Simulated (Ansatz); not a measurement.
The calculation used DFT PBE, scalar-relativistic, plane waves, PAW in Ansatz 0.2.0. Settings: cutoff 420 eV, Γ-centred meshes spaced at most about 0.3 Å⁻¹, and about 0.25 Å⁻¹ or finer for metals (2π included), Gaussian smearing. No spin polarisation in the final relaxations.

Temperature and zero-point effects are left out.

Two forms of TiSi2 were relaxed alike.

A.

Space group P4/mmm (No. 123). a = 2.764 Å, b = 2.764 Å, c = 5.990 Å, α = 90.00°, β = 90.00°, γ = 90.00°
```
atom  site  symmetry       x       y       z
  Ti    1d     4/mmm  0.5000  0.5000  0.5000
  Si    2g       4mm  0.0000  0.0000  0.8034
```

B.

Space group Fddd:1 (No. 70). a = 4.808 Å, b = 8.270 Å, c = 8.559 Å, α = 90.00°, β = 90.00°, γ = 90.00°
```csv
atom,site,symmetry,x,y,z
Ti,8b,222,0.7500,0.2500,0.2500
Si,16f,.2.,0.7500,0.5868,0.2500
```

Problem. Which would you expect to be lower, and how large is the difference?

Solution. B is lower, by 176 meV/atom. A has space group P4/mmm (No. 123), 15.3 Å³/atom and no gap on its mesh; B has space group Fddd (No. 70), 14.2 Å³/atom and no gap. Counting Si atoms around Ti (those within 1.25 times the shortest such distance or 1.15 times the sum of covalent radii, 1.27 where that leaves under three), A has Ti 8 and B has Ti 10. A holds Si–Si pairs (shortest 2.35 Å); B holds Si–Si chains (shortest 2.53 Å). The denser one is the lower, and pressure would at first widen the difference. Origin: A was invented; B is a cell as deposited in COD, relaxed. A third cell relaxed alike, in Cmcm (a Materials Project cell), lies 7 meV/atom below the lower of the two.

Cells relaxed within their symmetry can be saddle points.
